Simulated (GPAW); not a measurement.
Crystal: CuO.

```
Cu O
1.0
     2.83633    0.00000    0.00000
    -1.41816    2.45633    0.00000
     0.00000    0.00000    2.76811
Cu O
1 1
Direct
  0.00000 0.00000 0.00000
  0.66667 0.33333 0.50000
```

Measurements of this composition are mostly on another form, of space group No. 15.

```yaml
Program: GPAW 26.7.0
Task: relaxation of cell and atoms
Functional: r2SCAN
Dispersion: D4
Potentials_or_basis: GPAW PAW data sets (gpaw-data 1.2.1)
Cutoff: 800 eV
Basis: pw
k_mesh: 8 × 8 × 7
Occupations: fermi-dirac, width 0.05 eV
Spin: no spin polarisation
```

At the start: pressure -7.6 GPa; volume 9.64 Å³/atom.

**Question.** Where does the relaxation end?

**Answer.** Over 7 steps the energy falls by 16.2 meV/atom and the volume is 9.32 Å³/atom (-3.3 %); space group P-6m2 (No. 187, to 0.05 Å).

Step by step:
```tsv
step	energy change (eV)	largest force (eV/Å)	pressure (GPa)	volume (Å³)
1	0.0000	0.0000	-7.56	19.29
2	-0.0114	0.0002	-5.73	19.10
3	-0.0283	0.0002	1.79	18.44
4	-0.0292	0.0002	1.24	18.49
5	-0.0321	0.0003	-0.23	18.65
6	-0.0323	0.0003	-0.19	18.66
7	-0.0323	0.0003	-0.03	18.65
```

Final structure:
```yaml
crystal:
  lattice:
    - [2.84299, -0.00001, 0.00000]
    - [-1.42150, 2.46210, 0.00000]
    - [0.00000, 0.00000, 2.66394]
  atoms:
    - { symbol: Cu, position: [0.00000, 0.00000, 0.00000] }
    - { symbol: O, position: [0.66668, 0.33332, 0.50000] }
```

Caveat: with this Cu data set, volumes or pressures lay over 1.5 % or 2 GPa off other programs in two to four cells of ten; later steps reuse the first step's grids; the PAW data sets were made with another functional, which shifts forces and pressure a little; an odd number of electrons without spin polarisation forces a metal; a magnetic or distorted state may lie lower; the run has no spin polarisation, though such a crystal can be magnetic; pairwise dispersion overbinds metals, which lowers pressure and volume.
